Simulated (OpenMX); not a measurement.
WS2 (Tungstenite):

```xyz
6
Lattice="3.1800 0.0000 0.0000 -1.5900 2.7540 0.0000 0.0000 0.0000 12.5000" Properties=species:S:1:pos:R:3 pbc="T T T"
W     1.5900    0.9180    9.3750
W     0.0000    1.8360    3.1250
S     1.5900    0.9180    4.6875
S     0.0000    1.8360   10.9375
S     1.5900    0.9180    1.5625
S     0.0000    1.8360    7.8125
```

Base run:

| Property | Result |
| --- | --- |
| Program | OpenMX 3.8.5 |
| Functional | PBE |
| Potentials or basis | OpenMX 2013 PBE set, W7.0-s3p2d2f1, S7.0-s2p2d1f1, grid cutoff 400 Ry |
| k mesh | 11 × 11 × 3 |
| Occupations | fermi-dirac, width 0.05 eV |
| Spin | no spin polarisation |

Its results: band gap on the k mesh 1.04 eV, indirect (least direct gap 2.00 eV); pressure 3.7 GPa; largest force 0.390 eV/Å.

The run is repeated on the same cell with these changes: potentials or basis from OpenMX 2013 PBE set, W7.0-s3p2d2f1, S7.0-s2p2d1f1, grid cutoff 400 Ry to OpenMX 2013 PBE set, W7.0-s3p2d2, S7.0-s2p2d1, grid cutoff 400 Ry. What comes out?

Band gap on the k mesh 1.09 eV, indirect (least direct gap 2.04 eV); pressure 5.6 GPa; largest force 0.606 eV/Å.

Caveats: spin-orbit coupling is left out, which moves the levels of the heavy elements; this functional lacks dispersion, which binds the layers, so the pressure and a relaxed spacing across them are unreliable; the basis of atomic orbitals isn't converged, which shifts pressures, moduli and gaps.

Not every run made on this cell is shown here.
